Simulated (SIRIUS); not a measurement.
# HfB2 (P6/mmm) in SIRIUS: convergence with wave cutoff

Aim: find how far wave cutoff must go before the results for HfB2 settle, at PBE. This setting moves, with any that are tied to it; all else stays.

Everything below comes from runs of SIRIUS 7.10.0. Logs are shortened: lines on timing, memory, paths and dates and some standing lists are left out, and cuts for length are marked. The log counts tension as positive stress, the text compression.

### 1 Starting point

It takes space group P6/mmm (No. 191, hexagonal). Conventional cell: a = 3.140 Å, b = 3.140 Å, c = 3.480 Å, α = 90.00°, β = 90.00°, γ = 120.00°. Around Hf (site symmetry 6/mmm) lie 12 B at 2.51 Å. B (site symmetry -6m2) is surrounded by 3 B at 1.81 Å.

### 2 With wave cutoff 275.5 eV

The input, sirius.json:

```json
{
  "control": {
    "processing_unit": "cpu",
    "verbosity": 2,
    "num_bands_to_print": 25,
    "print_forces": true,
    "print_stress": true
  },
  "parameters": {
    "electronic_structure_method": "pseudopotential",
    "xc_functionals": ["XC_GGA_X_PBE", "XC_GGA_C_PBE"],
    "gk_cutoff": 4.5,
    "pw_cutoff": 9.0,
    "ngridk": [8, 8, 7],
    "shiftk": [0, 0, 0],
    "smearing": "methfessel_paxton",
    "smearing_width": 0.0018374661,
    "num_bands": 25,
    "num_mag_dims": 0,
    "num_dft_iter": 100,
    "energy_tol": 1e-08,
    "density_tol": 1e-06
  },
  "iterative_solver": {
    "type": "davidson",
    "min_tolerance": 1e-10
  },
  "mixer": {
    "type": "anderson",
    "beta": 0.7,
    "max_history": 8
  },
  "settings": {
    "tol_ne": 1e-10
  },
  "unit_cell": {
    "lattice_vectors": [
      [5.933740031325, 0.0, 0.0],
      [-2.966870015662, 5.138769606612, 0.0],
      [0.0, 0.0, 6.576246913698]
    ],
    "atom_coordinate_units": "lattice",
    "atom_types": ["Hf", "B"],
    "atom_files": {
      "Hf": "Hf.json",
      "B": "B.json"
    },
    "atoms": {
      "Hf": [
        [0.0, 0.0, 0.0]
      ],
      "B": [
        [0.6666666667, 0.3333333333, 0.5],
        [0.3333333333, 0.6666666667, 0.5]
      ]
    }
  }
}
```

Potentials or basis: SG15 1.2 PBE (norm-conserving).

Started as:

```console
$ upf_to_json Hf_ONCV_PBE-1.2.upf
$ upf_to_json B_ONCV_PBE-1.2.upf
$ OMP_NUM_THREADS=1 sirius.scf --input=sirius.json --output=out.json --task=0
```

The program printed:

```text
[info] SIRIUS version : 7.10.0
[info] number of MPI ranks           : 1
[info] MPI grid                      : 1 1
[info] maximum number of OMP threads : 1
[fft] FFT context for density and potential
[fft] =====================================
[fft]   comm size                             : 1
[fft]   plane wave cutoff                     : 9
[fft]   grid size                             : 20 20 24   total : 9600
[fft]   grid limits                           : -9 10   -9 10   -11 12
[fft]   number of G-vectors within the cutoff : 1237
[fft]   local number of G-vectors             : 1237
[fft]   number of G-shells                    : 162
[fft] FFT context for coarse grid
[fft] =====================================
[fft]   comm size                             : 1
[fft]   plane wave cutoff                     : 9
[fft]   grid size                             : 20 20 24   total : 9600
[fft]   grid limits                           : -9 10   -9 10   -11 12
[fft]   number of G-vectors within the cutoff : 1237
[fft]   local number of G-vectors             : 1237
[fft]   number of G-shells                    : 162
[unit cell] lattice vectors
[unit cell]   a1 :       5.9337400313      0.0000000000      0.0000000000
[unit cell]   a2 :      -2.9668700157      5.1387696066      0.0000000000
[unit cell]   a3 :       0.0000000000      0.0000000000      6.5762469137
[unit cell] reciprocal lattice vectors
[unit cell]   b1 :       1.0588912345      0.6113511393     -0.0000000000
[unit cell]   b2 :       0.0000000000      1.2227022786      0.0000000000
[unit cell]   b3 :       0.0000000000     -0.0000000000      0.9554363438
[unit cell] unit cell volume :       200.52372929 [a.u.^3]
[unit cell] 1/sqrt(omega)    :         0.07061828
[unit cell] MT volume        :         0.00000000 ( 0.00%)
[... 502 lines left out ...]
[find] Free energy (E-TS)             :    -222.92390823 (Ha),    -445.84781645 (Ry)
[find] band gap (eV)                  :       0.00000000
[find] Efermi                         :       0.81673669
[ground_state] === stress tensor components [kbar] ===
[ground_state] === stress_kin ===
[ground_state] -83003.054933    0.000000   -0.000000
[ground_state]     0.000000-83003.054932   -0.000000
[ground_state]    -0.000000   -0.000000-82484.335464
[ground_state] === stress_har ===
[ground_state] -29058.634240    0.000000    0.000000
[ground_state]     0.000000-29058.634240   -0.000000
[ground_state]     0.000000   -0.000000-12923.024939
[ground_state] === stress_ewald ===
[ground_state] 85838.238594   -0.000000    0.000000
[ground_state]    -0.00000085838.238593    0.000000
[ground_state]     0.000000    0.000000104765.952199
[ground_state] === stress_vloc ===
[ground_state]  1805.676192   -0.000000   -0.000000
[ground_state]    -0.000000 1805.676192    0.000000
[ground_state]    -0.000000    0.000000-33677.531645
[ground_state] === stress_xc ===
[ground_state]  9532.663667   -0.000000    0.000000
[ground_state]    -0.000000 9532.663667   -0.000000
[ground_state]     0.000000   -0.000000 9531.403392
[ground_state] === stress_nonloc ===
[ground_state] 39721.403002   -0.000000   -0.000000
[ground_state]    -0.00000039721.403001   -0.000000
[ground_state]    -0.000000   -0.00000039646.644977
[ground_state] === stress_us_nl ===
[ground_state] 39721.403002   -0.000000   -0.000000
[ground_state]    -0.00000039721.403001   -0.000000
[ground_state]    -0.000000   -0.00000039646.644977
[ground_state] === stress_total ===
[ground_state] 24836.292283   -0.000000   -0.000000
[ground_state]    -0.00000024836.292283   -0.000000
[ground_state]    -0.000000   -0.00000024859.108518
[ground_state] ==== total Forces in Ha/bohr =====
[ground_state] atom:    0, force:       0.0000000      0.0000000      0.0000000
[ground_state] atom:    1, force:      -0.0000000      0.0000000      0.0000000
[ground_state] atom:    2, force:       0.0000000     -0.0000000     -0.0000000
[ground_state] ==== ultrasoft contribution from Qij =====
[ground_state] atom:    0, force:       0.0000000      0.0000000      0.0000000
[ground_state] atom:    1, force:       0.0000000      0.0000000      0.0000000
[ground_state] atom:    2, force:       0.0000000      0.0000000      0.0000000
[ground_state] ==== non-local contribution from Beta-projector =====
[ground_state] atom:    0, force:       0.0000000      0.0000000      0.0000000
[ground_state] atom:    1, force:      -0.0000000      0.0000000      0.0000000
[ground_state] atom:    2, force:       0.0000000     -0.0000000     -0.0000000
[ground_state] ==== contribution from local potential =====
[ground_state] atom:    0, force:       0.0000000      0.0000000      0.0000000
[ground_state] atom:    1, force:       0.0000000      0.0000000      0.0000000
[ground_state] atom:    2, force:      -0.0000000     -0.0000000      0.0000000
[ground_state] ==== contribution from core density =====
[ground_state] atom:    0, force:       0.0000000      0.0000000      0.0000000
[ground_state] atom:    1, force:       0.0000000      0.0000000      0.0000000
[ground_state] atom:    2, force:       0.0000000      0.0000000      0.0000000
[ground_state] ==== Ewald forces from ions =====
[ground_state] atom:    0, force:       0.0000000      0.0000000      0.0000000
[ground_state] atom:    1, force:      -0.0000000     -0.0000000      0.0000000
[ground_state] atom:    2, force:       0.0000000      0.0000000      0.0000000
[~DFT_ground_state] local op. applied: 69094
[~DFT_ground_state] evp. work count: 13617.7
[~DFT_ground_state] number of iterative solver steps: 3228
```

Wall time 21 s (1 thread of Arm Neoverse V1, shared host); peak memory 0.1 GiB.

What came out:

- Pressure: -2484.4 GPa
- Band gap on the k mesh: none (metal or under the smearing width)

### 3 With wave cutoff 396.7 eV

sirius.json: that of step 2 with these lines changed.

```diff
@@ -11,4 +11,4 @@
     "xc_functionals": ["XC_GGA_X_PBE", "XC_GGA_C_PBE"],
-    "gk_cutoff": 4.5,
-    "pw_cutoff": 9.0,
+    "gk_cutoff": 5.4,
+    "pw_cutoff": 10.8,
     "ngridk": [8, 8, 7],
```

Potentials or basis: SG15 1.2 PBE (norm-conserving).

Started as:

```console
$ upf_to_json Hf_ONCV_PBE-1.2.upf
$ upf_to_json B_ONCV_PBE-1.2.upf
$ OMP_NUM_THREADS=1 sirius.scf --input=sirius.json --output=out.json --task=0
```

It took 29 s on 1 thread of Arm Neoverse V1, shared host; peak memory 0.12 GiB.

Results:

```yaml
Pressure: -689.5 GPa
Band_gap_on_the_k_mesh: none (metal or under the smearing width)
```

### 4 With wave cutoff 540 eV

sirius.json: that of step 3 with these lines changed.

```diff
@@ -11,4 +11,4 @@
     "xc_functionals": ["XC_GGA_X_PBE", "XC_GGA_C_PBE"],
-    "gk_cutoff": 5.4,
-    "pw_cutoff": 10.8,
+    "gk_cutoff": 6.3,
+    "pw_cutoff": 12.6,
     "ngridk": [8, 8, 7],
```

Started as:

```console
$ upf_to_json Hf_ONCV_PBE-1.2.upf
$ upf_to_json B_ONCV_PBE-1.2.upf
$ OMP_NUM_THREADS=1 sirius.scf --input=sirius.json --output=out.json --task=0
```

It took 51 s on 1 thread of Arm Neoverse V1, shared host; peak memory 0.16 GiB.

What came out:

```
Pressure               : -39.9 GPa
Band gap on the k mesh : none (metal or under the smearing width)
```

### 5 With wave cutoff 705.3 eV

sirius.json: that of step 4 with these lines changed.

```diff
@@ -11,4 +11,4 @@
     "xc_functionals": ["XC_GGA_X_PBE", "XC_GGA_C_PBE"],
-    "gk_cutoff": 6.3,
-    "pw_cutoff": 12.6,
+    "gk_cutoff": 7.2,
+    "pw_cutoff": 14.4,
     "ngridk": [8, 8, 7],
@@ -37,6 +37,7 @@
     "lattice_vectors": [
-      [5.933740031325, 0.0, 0.0],
-      [-2.966870015662, 5.138769606612, 0.0],
-      [0.0, 0.0, 6.576246913698]
+      [1.0, 0.0, 0.0],
+      [-0.5, 0.86602540379, 0.0],
+      [0.0, 0.0, 1.108280254777]
     ],
+    "lattice_vectors_scale": 5.9337400313,
     "atom_coordinate_units": "lattice",
```

Started as:

```console
$ upf_to_json Hf_ONCV_PBE-1.2.upf
$ upf_to_json B_ONCV_PBE-1.2.upf
$ OMP_NUM_THREADS=1 sirius.scf --input=sirius.json --output=out.json --task=0
```

It took 62 s on 1 thread of Arm Neoverse V1, shared host; peak memory 0.2 GiB.

What came out:

```yaml
Pressure: -0.4 GPa
Band_gap_on_the_k_mesh: none (metal or under the smearing width)
```

### 6 With wave cutoff 892.7 eV

sirius.json: that of step 5 with these lines changed.

```diff
@@ -11,4 +11,4 @@
     "xc_functionals": ["XC_GGA_X_PBE", "XC_GGA_C_PBE"],
-    "gk_cutoff": 7.2,
-    "pw_cutoff": 14.4,
+    "gk_cutoff": 8.1,
+    "pw_cutoff": 16.2,
     "ngridk": [8, 8, 7],
@@ -37,7 +37,6 @@
     "lattice_vectors": [
-      [1.0, 0.0, 0.0],
-      [-0.5, 0.86602540379, 0.0],
-      [0.0, 0.0, 1.108280254777]
+      [5.933740031325, 0.0, 0.0],
+      [-2.966870015662, 5.138769606612, 0.0],
+      [0.0, 0.0, 6.576246913698]
     ],
-    "lattice_vectors_scale": 5.9337400313,
     "atom_coordinate_units": "lattice",
```

Potentials or basis: SG15 1.2 PBE (norm-conserving).

Started as:

```console
$ upf_to_json Hf_ONCV_PBE-1.2.upf
$ upf_to_json B_ONCV_PBE-1.2.upf
$ OMP_NUM_THREADS=1 sirius.scf --input=sirius.json --output=out.json --task=0
```

Wall time 94 s (1 thread of Arm Neoverse V1, shared host); peak memory 0.25 GiB.

Results (log left out):

* Pressure: 1.0 GPa
* Band gap on the k mesh: none (metal or under the smearing width)

### 7 With wave cutoff 1102.1 eV

sirius.json: that of step 6 with these lines changed.

```diff
@@ -11,4 +11,4 @@
     "xc_functionals": ["XC_GGA_X_PBE", "XC_GGA_C_PBE"],
-    "gk_cutoff": 8.1,
-    "pw_cutoff": 16.2,
+    "gk_cutoff": 9.0,
+    "pw_cutoff": 18.0,
     "ngridk": [8, 8, 7],
```

Started as:

```console
$ upf_to_json Hf_ONCV_PBE-1.2.upf
$ upf_to_json B_ONCV_PBE-1.2.upf
$ OMP_NUM_THREADS=1 sirius.scf --input=sirius.json --output=out.json --task=0
```

It took 2 min on 1 thread of Arm Neoverse V1, shared host; peak memory 0.32 GiB.

The run converged. Its results:

```yaml
Pressure: 1.0 GPa
Band_gap_on_the_k_mesh: none (metal or under the smearing width)
```

### 8 With wave cutoff 1457.5 eV

sirius.json: that of step 7 with these lines changed.

```diff
@@ -11,4 +11,4 @@
     "xc_functionals": ["XC_GGA_X_PBE", "XC_GGA_C_PBE"],
-    "gk_cutoff": 9.0,
-    "pw_cutoff": 18.0,
+    "gk_cutoff": 10.35,
+    "pw_cutoff": 20.7,
     "ngridk": [8, 8, 7],
```

Started as:

```console
$ upf_to_json Hf_ONCV_PBE-1.2.upf
$ upf_to_json B_ONCV_PBE-1.2.upf
$ OMP_NUM_THREADS=1 sirius.scf --input=sirius.json --output=out.json --task=0
```

Run time: 2.8 min. Hardware: 1 thread of Arm Neoverse V1, shared host; peak memory 0.45 GiB.

Results (log left out):

| Property | Result |
| --- | --- |
| Pressure | 1.0 GPa |
| Band gap on the k mesh | none (metal or under the smearing width) |

### 9 With wave cutoff 1862.5 eV

sirius.json: that of step 8 with these lines changed.

```diff
@@ -11,4 +11,4 @@
     "xc_functionals": ["XC_GGA_X_PBE", "XC_GGA_C_PBE"],
-    "gk_cutoff": 10.35,
-    "pw_cutoff": 20.7,
+    "gk_cutoff": 11.7,
+    "pw_cutoff": 23.4,
     "ngridk": [8, 8, 7],
@@ -37,6 +37,7 @@
     "lattice_vectors": [
-      [5.933740031325, 0.0, 0.0],
-      [-2.966870015662, 5.138769606612, 0.0],
-      [0.0, 0.0, 6.576246913698]
+      [1.0, 0.0, 0.0],
+      [-0.5, 0.86602540379, 0.0],
+      [0.0, 0.0, 1.108280254777]
     ],
+    "lattice_vectors_scale": 5.9337400313,
     "atom_coordinate_units": "lattice",
```

Potentials or basis: SG15 1.2 PBE (norm-conserving).

Started as:

```console
$ upf_to_json Hf_ONCV_PBE-1.2.upf
$ upf_to_json B_ONCV_PBE-1.2.upf
$ OMP_NUM_THREADS=1 sirius.scf --input=sirius.json --output=out.json --task=0
```

Run time: 3.7 min. Hardware: 1 thread of Arm Neoverse V1, shared host; peak memory 0.61 GiB.

The run converged. Its results:

| Property | Result |
| --- | --- |
| Pressure | 1.0 GPa |
| Band gap on the k mesh | none (metal or under the smearing width) |

### 10 Summary

| wave cutoff | pressure (GPa) | SCF cycles | CPU time (s) | peak memory (GiB) |
| --- | --- | --- | --- | --- |
| 275.5 eV | -2484.39 | 24 | 21 | 0.1 |
| 396.7 eV | -689.47 | 22 | 29 | 0.12 |
| 540 eV | -39.90 | 25 | 51 | 0.16 |
| 705.3 eV | -0.43 | 24 | 62 | 0.2 |
| 892.7 eV | 0.96 | 24 | 94 | 0.25 |
| 1102.1 eV | 1.00 | 26 | 120 | 0.32 |
| 1457.5 eV | 0.99 | 20 | 170 | 0.45 |
| 1862.5 eV | 0.99 | 21 | 220 | 0.61 |

Against the tightest run, the pressure stays within 0.1 GPa from 892.7 eV on. The tightest run that finished is the yardstick and may itself not be fully converged.
